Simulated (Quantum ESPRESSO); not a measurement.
# InP (F-43m) in Quantum ESPRESSO: a series of runs, part 2 of 5

Quantum ESPRESSO 7.5. Earlier steps stand in the parts before.

## 3. Phonons, BLYP

The input, pw.in:

```
&CONTROL
  calculation = 'scf'
  prefix = 'pwscf'
  outdir = './tmp'
  pseudo_dir = './pseudo'
  tprnfor = .true.
  tstress = .true.
  disk_io = 'low'
/
&SYSTEM
  ibrav = 0
  nat = 2
  ntyp = 2
  ecutwfc = 70
  nbnd = 15
  input_dft = 'blyp'
  occupations = 'smearing'
  smearing = 'fd'
  degauss = 0.00367493
/
&ELECTRONS
  conv_thr = 4d-10
  electron_maxstep = 120
  mixing_beta = 0.5
/
ATOMIC_SPECIES
In   114.8180 In.upf
P     30.9738 P.upf
CELL_PARAMETERS angstrom
   0.0000000000    2.9305000000    2.9305000000
   2.9305000000    0.0000000000    2.9305000000
   2.9305000000    2.9305000000    0.0000000000
ATOMIC_POSITIONS crystal
In     0.0000000000    0.0000000000    0.0000000000
P      0.7500000000    0.7500000000    0.7500000000
K_POINTS automatic
8 8 8 1 1 1
```

The input, relax.in:

```
&CONTROL
  calculation = 'vc-relax'
  prefix = 'pwscf'
  outdir = './tmp'
  pseudo_dir = './pseudo'
  tprnfor = .true.
  tstress = .true.
  disk_io = 'low'
  nstep = 40
  forc_conv_thr = 0.0001
  etot_conv_thr = 1d-06
/
&SYSTEM
  ibrav = 0
  nat = 2
  ntyp = 2
  ecutwfc = 70
  nbnd = 15
  input_dft = 'blyp'
  occupations = 'smearing'
  smearing = 'fd'
  degauss = 0.00367493
/
&ELECTRONS
  conv_thr = 4d-10
  electron_maxstep = 120
  mixing_beta = 0.5
/
&IONS
  ion_dynamics = 'bfgs'
/
&CELL
  cell_dynamics = 'bfgs'
  press = 0
  press_conv_thr = 0.2
/
ATOMIC_SPECIES
In   114.8180 In.upf
P     30.9738 P.upf
CELL_PARAMETERS angstrom
   0.0000000000    2.9305000000    2.9305000000
   2.9305000000    0.0000000000    2.9305000000
   2.9305000000    2.9305000000    0.0000000000
ATOMIC_POSITIONS crystal
In     0.0000000000    0.0000000000    0.0000000000
P      0.7500000000    0.7500000000    0.7500000000
K_POINTS automatic
8 8 8 1 1 1
```

The input, scf2.in:

```
&CONTROL
  calculation = 'scf'
  prefix = 'pwscf'
  outdir = './tmp'
  pseudo_dir = './pseudo'
  tprnfor = .true.
  tstress = .true.
  disk_io = 'low'
/
&SYSTEM
  ibrav = 0
  nat = 2
  ntyp = 2
  ecutwfc = 70
  nbnd = 15
  input_dft = 'blyp'
  occupations = 'fixed'
/
&ELECTRONS
  conv_thr = 1d-13
  electron_maxstep = 120
  mixing_beta = 0.5
  startingpot = 'file'
  startingwfc = 'file'
/
ATOMIC_SPECIES
In   114.8180 In.upf
P     30.9738 P.upf
CELL_PARAMETERS angstrom
   0.0000000000    3.0357176835    3.0357176835
   3.0357176835    0.0000000000    3.0357176835
   3.0357176835    3.0357176835    0.0000000000
ATOMIC_POSITIONS crystal
In     0.0000000000    0.0000000000    0.0000000000
P      0.7500000000    0.7500000000    0.7500000000
K_POINTS automatic
8 8 8 1 1 1
```

The input, ph.in:

```
phonons of InP
&INPUTPH
  prefix = 'pwscf'
  outdir = './tmp'
  tr2_ph = 1d-16
  fildyn = 'dyn'
  niter_ph = 60
  alpha_mix(1) = 0.7
  epsil = .true.
/
0.0000000000 0.0000000000 0.0000000000
```

The input, dynmat.in:

```
&INPUT
  fildyn = 'dyn'
  asr = 'crystal'
  lperm = .true.
  filout = 'dynmat.disp'
  fileig = 'dynmat.eig'
/
```

The input, dynmat_lo.in:

```
&INPUT
  fildyn = 'dyn'
  asr = 'crystal'
  filout = 'dynmat_lo.disp'
  fileig = 'dynmat_lo.eig'
  q(1) = 0
  q(2) = 0
  q(3) = 1
/
```

Potentials or basis: PseudoDojo 0.4.1 SR PBE standard.

Command:

```
$ OMP_NUM_THREADS=1 pw.x -in pw.in > pw.out
$ OMP_NUM_THREADS=1 pw.x -in relax.in > relax.out
$ OMP_NUM_THREADS=1 pw.x -in scf2.in > scf2.out
$ OMP_NUM_THREADS=1 ph.x -in ph.in > ph.out
$ OMP_NUM_THREADS=1 dynmat.x -in dynmat.in > dynmat.out
$ OMP_NUM_THREADS=1 dynmat.x -in dynmat_lo.in > dynmat_lo.out
```

pw.out:

```text
This program is part of the open-source Quantum ESPRESSO suite
     for quantum simulation of materials; please cite
         "P. Giannozzi et al., J. Phys.:Condens. Matter 21 395502 (2009);
         "P. Giannozzi et al., J. Phys.:Condens. Matter 29 465901 (2017);
         "P. Giannozzi et al., J. Chem. Phys. 152 154105 (2020);
     in publications or presentations arising from this work. More details at

     IMPORTANT: XC functional enforced from input :
     Exchange-correlation= BLYP
                           (   1   3   1   3   0   0   0)
     Any further DFT definition will be discarded
     Please, verify this is what you really want

     Message from routine setup:
     using ibrav=0 with symmetry is DISCOURAGED, use correct ibrav instead

     G-vector sticks info
     --------------------
     sticks:   dense  smooth     PW     G-vecs:    dense   smooth      PW
     Sum        1177    1177    361                26813    26813    4477

     Using Slab Decomposition

     bravais-lattice index     =            0
     lattice parameter (alat)  =       7.8317  a.u.
     unit-cell volume          =     339.6658 (a.u.)^3
     number of atoms/cell      =            2
     number of atomic types    =            2
     number of electrons       =        18.00
     number of Kohn-Sham states=           15
     kinetic-energy cutoff     =      70.0000  Ry
     charge density cutoff     =     280.0000  Ry
     scf convergence threshold =      4.0E-10
     mixing beta               =       0.5000
     number of iterations used =            8  plain     mixing
[... 113 lines left out ...]
        k(   60) = (  -0.3093592  -0.3093592   0.9280777), wk =   0.0234375

     Dense  grid:    26813 G-vectors     FFT dimensions: (  45,  45,  45)

     Initial potential from superposition of free atoms

     starting charge      17.9960, renormalised to      18.0000
     Starting wfcs are   13 randomized atomic wfcs +    2 random wfcs

     Self-consistent Calculation

     iteration #  1     ecut=    70.00 Ry     beta= 0.50
     Davidson diagonalization with overlap
     ethr =  1.00E-02,  avg # of iterations =  5.0

     Threshold (ethr) on eigenvalues was too large:
     Diagonalizing with lowered threshold

     Davidson diagonalization with overlap
     ethr =  6.70E-04,  avg # of iterations =  1.6

     total energy              =    -146.31706211 Ry
     estimated scf accuracy    <       0.11769278 Ry
[... 57 lines left out ...]
     iteration # 10     ecut=    70.00 Ry     beta= 0.50
     Davidson diagonalization with overlap
     ethr =  2.78E-12,  avg # of iterations =  2.0

     End of self-consistent calculation

          k = 0.0442 0.0442 0.0442 (  3374 PWs)   bands (ev):

    -6.7441  -6.7374  -6.7374  -6.5910  -6.5910  -3.9093   6.9365   7.5197
     7.5197   8.6956  11.6899  11.7474  11.7474  16.5545  16.8663
[... 293 lines left out ...]
    -6.8570  -6.6972  -6.6918  -6.5837  -6.5792  -2.1534   1.9393   5.6993
     6.4363   9.8783  12.1452  12.8527  14.8692  17.2163  17.6562

     the Fermi energy is     8.1299 ev

!    total energy              =    -146.34415004 Ry
     estimated scf accuracy    <          3.4E-12 Ry
     smearing contrib. (-TS)   =      -0.00000001 Ry
     internal energy E=F+TS    =    -146.34415004 Ry

     The total energy is F=E-TS. E is the sum of the following terms:
     one-electron contribution =     -49.71995548 Ry
     hartree contribution      =      36.88325511 Ry
     xc contribution           =     -43.78704547 Ry
     ewald contribution        =     -89.72040420 Ry

     convergence has been achieved in  10 iterations

     Forces acting on atoms (cartesian axes, Ry/au):

     atom    1 type  1   force =     0.00000000   -0.00000000   -0.00000000
     atom    2 type  2   force =    -0.00000000    0.00000000    0.00000000

     Total force =     0.000000     Total SCF correction =     0.000000

     Computing stress (Cartesian axis) and pressure

          total   stress  (Ry/bohr**3)                   (kbar)     P=       68.61
   0.00046643   0.00000000   0.00000000           68.61        0.00        0.00
   0.00000000   0.00046643   0.00000000            0.00       68.61        0.00
   0.00000000   0.00000000   0.00046643            0.00        0.00       68.61

=------------------------------------------------------------------------------=
   JOB DONE.
=------------------------------------------------------------------------------=
```

Wall time 32 min (1 thread of Arm Neoverse V1, shared host); peak memory 0.11 GiB.

Results:

```
Free energy                                             : -1991.2247 eV
Relaxed volume                                          : 27.98 Å³/atom
Relaxed cell                                            : a = 4.293 Å, b = 4.293 Å, c = 4.293 Å, α = 60.00°, β = 60.00°, γ = 60.00°
Space group after relaxing (to 0.05 Å)                  : F-43m (No. 216)
Pressure after relaxing                                 : 0.1 GPa
Electronic dielectric tensor (diagonal)                 : 13.75
Born charges (mean of the diagonal)                     : In +2.72; P -2.72 e
Highest phonon frequency at Γ, LO-TO splitting left out : 268 cm⁻¹
Static dielectric tensor (diagonal)                     : 17.43
```

Step by step:
| step | energy change (eV) | largest force (eV/Å) | pressure (GPa) | volume (Å³) |
| --- | --- | --- | --- | --- |
| 1 | 0.0000 | 0.0000 | 6.86 | 50.33 |
| 2 | -0.0615 | 0.0000 | 4.27 | 52.11 |
| 3 | -0.0993 | 0.0000 | 1.85 | 54.12 |
| 4 | -0.1094 | 0.0000 | 0.18 | 55.76 |
| 5 | -0.1096 | 0.0000 | 0.01 | 55.94 |
| 6 | -0.1096 | 0.0000 | 0.00 | 55.95 |

Final structure:
```
In P
1.0
     0.00000    3.03572    3.03572
     3.03572    0.00000    3.03572
     3.03572    3.03572    0.00000
In P
1 1
Direct
  0.00000 0.00000 0.00000
  0.75000 0.75000 0.75000
```

Levels at points of the mesh, in eV from the valence-band top:
| k point | band 5 | band 6 | band 7 | band 8 | band 9 | band 10 | band 11 | band 12 | band 13 | band 14 |
| --- | --- | --- | --- | --- | --- | --- | --- | --- | --- | --- |
| (0.06, 0.06, 0.06) | -13.97 | -10.78 | -0.74 | 0.00 | 0.00 | 0.73 | 4.12 | 4.18 | 4.18 | 8.52 |

Phonon frequencies in cm⁻¹ (negative: imaginary):
| q point | frequencies |
| --- | --- |
| (0.000, 0.000, 0.000) | 16 16 16 268 268 268 |

Electronic dielectric tensor:
```
13.75  0.00  0.00
 0.00 13.75  0.00
 0.00  0.00 13.75
```

Born effective charge tensors (e):
atom 1, In
```
2.72 0.00 0.00
0.00 2.72 0.00
0.00 0.00 2.72
```
atom 2, P
```
-2.72  0.00  0.00
 0.00 -2.72  0.00
 0.00  0.00 -2.72
```

Optical modes at Γ, degenerate ones joined, polar ones without the macroscopic field:
| cm⁻¹ | components | symmetry | active in | IR intensity, summed ((D/Å)²/amu) |
| --- | --- | --- | --- | --- |
| 269 | 3 | T2 | IR and Raman | 20.97 |

Zone-centre frequencies without and with the macroscopic field along z (cm⁻¹):
```
                optical modes in rising order
       without                    269 269 269
with the field                    269 269 303
```

Static dielectric tensor, electrons and zone-centre modes:
```
17.43  0.00  0.00
 0.00 17.43  0.00
 0.00  0.00 17.43
```

Caveat: the potentials were made for another functional, which shifts forces and pressure; the shifted mesh misses Γ, where the gap is smaller or closed, so treating the crystal as an insulator may be wrong and the dielectric response too small.

[end of part 2 of 5]
